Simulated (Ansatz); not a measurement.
# NaI: changing the functional

It takes space group Fm-3m (No. 225, cubic). The conventional cell has a = 6.473 Å, b = 6.473 Å, c = 6.473 Å, α = 90.00°, β = 90.00°, γ = 90.00°. Around I (site symmetry m-3m) lie 6 Na at 3.24 Å. Na (site symmetry m-3m) has 6 I at 3.24 Å as nearest neighbours.

Kept alike: task band structure; k mesh 7 × 7 × 7; occupations fermi-dirac, width 0.05 eV; no spin polarisation. Program: Ansatz, all-electron LAPW, scalar-relativistic. The mesh is that of the run's cell of 2 atoms. No spin-orbit coupling.

| run | band gap (eV) | pressure (GPa) |
| --- | --- | --- |
| A | 3.510 | -0.50 |
| B | 3.332 | -1.63 |
| C | 3.644 | 0.43 |

Pressure is positive in compression. Spin-orbit coupling, left out here, moves the band edges of heavy atoms and can close or invert small gaps. Gaps are the smaller of the mesh's and the band path's.

Question: The runs differ in the functional alone: LDA; PBE; PBEsol. Which run is which?

Answer: Run A is PBEsol; run B is LDA; run C is PBE. The band gap runs from 3.332 (LDA) to 3.644 eV (PBE). From PBE: LDA -0.312; PBEsol -0.134. The pressure runs from -1.63 (LDA) to 0.43 GPa (PBE). From PBE: LDA -2.06; PBEsol -0.93.
